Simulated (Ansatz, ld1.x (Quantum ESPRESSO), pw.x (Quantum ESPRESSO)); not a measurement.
## Ca (Z = 20) (bcc): variants of one RRKJ potential in the solid

Ca, norm-conserving RRKJ (Kleinman–Bylander form), made with ld1.x (Quantum ESPRESSO) 7.5 (PBE, scalar-relativistic). Core [Ar], reference 3d0 4s2 4p0. Waves: 4p (bound, empty): rc 3.05 bohr; 3d (bound, empty): rc 3.20 bohr; 4s (bound): rc 2.60 bohr. Local part: the s channel. Core correction: a·sin(br)/r model core inside 1.70 bohr. rho0 = 0.005.

Crystal test: bcc Ca in pw.x 7.5, no spin, 11³ k-points, Fermi–Dirac smearing 0.01 Ry, cutoffs set for each file from its atomic test. The reference is all-electron LAPW (Ansatz 0.2.0) with the same functional, mesh and smearing; V0 and B0 come from Birch–Murnaghan fits to the pressures at five volumes. Errors are pseudo minus all-electron; Δ is the rms difference of the E(V) curves that follow from these fits, minima aligned, over ±6 % about the mean V0. Mesh and smearing are coarse, so the numbers serve the comparison and aren't converged zero-temperature values; the lattice is a test structure that the element need not adopt.

All-electron: a0 = 4.386 Å (V0 = 42.19 Å³/atom), B0 = 17.2 GPa.

Base: The free energy does not fall steadily as the cutoff rises, most likely since the density grid, which shrinks with it, is too coarse for the model core; the lower cutoffs are not converged.

3 further variants are left out: they gave no file fit for a test, a broken result, the same result as the base, or pressures whose basis-set error rivals the error shown.

| change | cutoffs (Ry) | pw.x | a0 (Å) | a0 error (%) | B0 error (%) | Δ (meV/atom) | mean pressure error (GPa) |
| --- | --- | --- | --- | --- | --- | --- | --- |
| base | 50/200 | converged | 4.404 | +0.40 | +3.3 | 2.0 | +0.22 |
| core correction a·sin(br)/r model core inside 2.32 bohr | 50/200 | converged | 4.399 | +0.29 | +1.8 | 1.4 | +0.16 |

Give the row for: wave 3d (bound): rc 3.20 bohr becomes 3d (bound): rc 2.06 bohr.

pw.x: converged; mean pressure error (GPa): +0.30; a0 (Å): 4.410; a0 error (%): +0.54; B0 error (%): +4.9; Δ (meV/atom): 2.7.
